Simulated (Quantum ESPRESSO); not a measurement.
Crystal: La.

```xyz
1
Lattice="-2.1238 2.1238 2.1238 2.1238 -2.1238 2.1238 2.1238 2.1238 -2.1238" Properties=species:S:1:pos:R:3 pbc="T T T"
La    0.0000    0.0000    0.0000
```

This isn't the form of La at room conditions, which is double hcp.

```yaml
Program: Quantum ESPRESSO 7.5
Task: single point
Functional: PBE
Potentials_or_basis: SSSP 1.3 efficiency PBE
Cutoff: 748 eV
Density_cutoff: 5987 eV
k_mesh: 9 × 9 × 9
Occupations: fermi-dirac, width 0.05 eV
Spin: no spin polarisation
```

On this cell: pressure -0.5 GPa; band gap on the k mesh none (metal or under the smearing width).

The same run follows on a disturbed copy (cell strained at random at fixed volume):

```
La
1.0
    -2.10448    2.17934    2.12452
     2.13820   -2.12912    2.10803
     2.08475    2.10940   -2.07430
La
1
Direct
  0.98387 0.98284 0.98506
```

Q: What changes?

A: The energy (extrapolated to zero smearing) moves by -0.3 meV/atom; pressure -0.4 GPa; band gap on the k mesh none (metal or under the smearing width).

Stress tensor (GPa, compression positive):
```
-0.70  0.09 -0.13
 0.09 -0.04 -0.18
-0.13 -0.18 -0.58
```
